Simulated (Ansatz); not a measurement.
# GaN: the band gap up the ladder of functionals

The task here is to estimate one member of a computed series from the others.

The runs shown are made with Ansatz 0.2.0. PAW datasets, plane waves. No spin polarisation. The prototype was imposed, so other structures may be more stable.

### The cell

The cell was relaxed beforehand with r2SCAN.

Space group P6_3/mmc (No. 194), hexagonal; conventional cell a = 2.967 Å, c = 5.033 Å, 9.59 Å³ an atom. Near Ga stand 6 N at 2.13 Å; near N stand 6 Ga at 2.13 Å.

As a file:

```cif
data_structure
_symmetry_space_group_name_H-M 'P6_3/mmc'
_symmetry_Int_Tables_number 194
_cell_length_a 2.9672
_cell_length_b 2.9672
_cell_length_c 5.0329
_cell_angle_alpha 90.000
_cell_angle_beta 90.000
_cell_angle_gamma 120.000
_cell_volume 38.37
loop_
_atom_site_label
_atom_site_type_symbol
_atom_site_symmetry_multiplicity
_atom_site_Wyckoff_symbol
_atom_site_fract_x
_atom_site_fract_y
_atom_site_fract_z
_atom_site_occupancy
Ga1 Ga 2 a 0.00000 0.00000 0.00000 1
N1 N 2 c 0.33333 0.66667 0.25000 1
```

The first run:

Contents of input.yaml:

```yaml
crystal:
  lattice:
    - [2.9672035366, 0.0, 0.0]
    - [-1.4836017683, 2.5696736409, 0.0]
    - [0.0, 0.0, 5.0329255204]
  atoms:
    - { symbol: Ga, position: [0.0, 0.0, 0.0] }
    - { symbol: Ga, position: [0.0, 0.0, 0.5] }
    - { symbol: "N", position: [0.3333333333, 0.6666666667, 0.25] }
    - { symbol: "N", position: [0.6666666667, 0.3333333333, 0.75] }
kpoints:
  mp_grid: { grid: [12, 12, 6] }
  band_path:
    path:
      - [[0.0, 0.0, 0.0], [0.5, 0.0, 0.0], [0.333333333333, 0.333333333333, 0.0], [0.0, 0.0, 0.0], [0.0, 0.0, 0.5], [0.5, 0.0, 0.5], [0.333333333333, 0.333333333333, 0.5], [0.0, 0.0, 0.5]]
      - [[0.5, 0.0, 0.5], [0.5, 0.0, 0.0]]
      - [[0.333333333333, 0.333333333333, 0.5], [0.333333333333, 0.333333333333, 0.0]]
    npoints: 10
hamiltonian:
  xc: pbe
scf:
  occupations: { method: fermi_dirac, width: 0.02 }
  n_extra_bands: 5
output:
  forces: true
  stress: true
  eigenvalues: true
```

Among the steps run: PBE bands along the symmetry lines; r2SCAN; HSE06 at the same geometry; PBE+SOC; PBE0; LDA; G0W0 on PBE; Quasiparticle levels, G0W0@PBE; DDH-PBE0; Single point with HSE06+SOC; Single point with Hartree-Fock; r2SCANh at the same geometry.

One of the session's tables, all rows but one given; the rest of the session is left out.

```
                     level  gap (eV)
                       PBE      1.33
                    r2SCAN      1.90
                     HSE06      2.67
                   PBE+SOC      1.33
                      PBE0      3.37
                       LDA      1.07
G0W0@PBE (114 empty bands)      2.11
G0W0@PBE (284 empty bands)      2.03
                  DDH-PBE0      2.24
                 HSE06+SOC      2.67
              Hartree-Fock     10.42
                   r2SCANh         ?
```

Q: Estimate the row for r2SCANh from the others.

As computed: gap (eV): 2.64. In the column «gap (eV)» it lies between DDH-PBE0 (2.24) and HSE06 (2.67).

Meshes: PBE 12×12×6, r2SCAN 12×12×6, HSE06 6×6×4, PBE+SOC 12×12×6, PBE0 6×6×4, LDA 12×12×6, DDH-PBE0 6×6×4, HSE06+SOC 6×6×4, Hartree-Fock 6×6×4, r2SCANh 6×6×4

The gap runs from 1.07 eV (LDA) to 10.42 eV (Hartree-Fock). Against G0W0@PBE, PBE is short by 0.70 eV, at 66 % of it, and r2SCAN 94 %. PBE0 lies 0.70 eV above HSE06, which differs from it by screening the long-range exchange. Hartree-Fock lies above G0W0@PBE by 8.4 eV. G0W0 here is at a finite number of bands, screening cutoff and k mesh, not at the basis limit.

To keep in mind: Warnings in the runs' records: stress exchange threshold loose, stress scf threshold loose.
